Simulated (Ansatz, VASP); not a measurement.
# Two plane-wave programs on WC (Qusongite)

File INCAR:

```
PREC = Accurate
ENCUT = 580
EDIFF = 1E-6
ISMEAR = -1
SIGMA = 0.05
LREAL = F
LASPH = T
NELM = 80
ALGO = Fast
ISIF = 3
LWAVE = F
LCHARG = F
GGA = PE
IBRION = 2
NSW = 40
EDIFFG = -0.01
```

File KPOINTS:

```
regular mesh
0
Gamma
  10 10 9
```

POSCAR

```
WC
1.0
    2.9065000000      0.0000000000      0.0000000000
   -1.4532500000      2.5171028361      0.0000000000
    0.0000000000      0.0000000000      2.8366000000
W C
1 1
Direct
    0.0000000000      0.0000000000      0.0000000000
    0.6666666667      0.3333333333      0.5000000000
```

Contents of input.yaml:

```yaml
crystal:
  lattice:
    - [2.9065, 0.0, 0.0]
    - [-1.45325, 2.5171028361, 0.0]
    - [0.0, 0.0, 2.8366]
  atoms:
    - { symbol: W, position: [0.0, 0.0, 0.0] }
    - { symbol: C, position: [0.6666666667, 0.3333333333, 0.5] }
hamiltonian:
  xc: pbe
  pseudopotentials: { kind: paw }
kpoints:
  mp_grid: { grid: [10, 10, 9] }
scf:
  occupations: { method: fermi_dirac, width: 0.05 }
output:
  forces: true
  stress: true
relax:
  f_tol: 0.01
  max_steps: 40
  cell: { stress_tol: 0.05 }
```

Alike in both runs: task relaxation of cell and atoms; functional PBE; k mesh 10 × 10 × 9; occupations fermi-dirac, width 0.05 eV; no spin polarisation.

|  | VASP | Ansatz |
| --- | --- | --- |
| version | VASP 6.6.1 | Ansatz 0.2.0 |
| potentials or method | VASP PAW PBE potentials, release 64 (W, C) | Ansatz PAW |
| plane-wave cutoff (eV) | 580 | 420 |
| valence electrons in the cell | 10 | 18 |

VASP gave:

```
relaxed volume (Å³/atom)                                     : 10.49
relaxed cell length with the largest relative difference (Å) : 2.919
energy change over the relaxation (meV/atom)                 : -2
```

Question: What did Ansatz give for the same quantities?

Answer: Relaxed volume (Å³/atom): 10.52; relaxed cell length with the largest relative difference (Å): 2.923; energy change over the relaxation (meV/atom): -3.

The two sets of potentials don't hold the same shells in valence.

Caveats: the plane-wave basis is chosen anew once the cell has moved, so the energies of steps on either side of that aren't comparable (Ansatz); the pressure holds a Pulay correction of +0.3 GPa for the finite cutoff (Ansatz). The runs have no spin-orbit coupling, so splittings on W are missing. Zero-point motion and thermal expansion aren't in these numbers. PBE usually gives volumes a little too large and moduli too small.
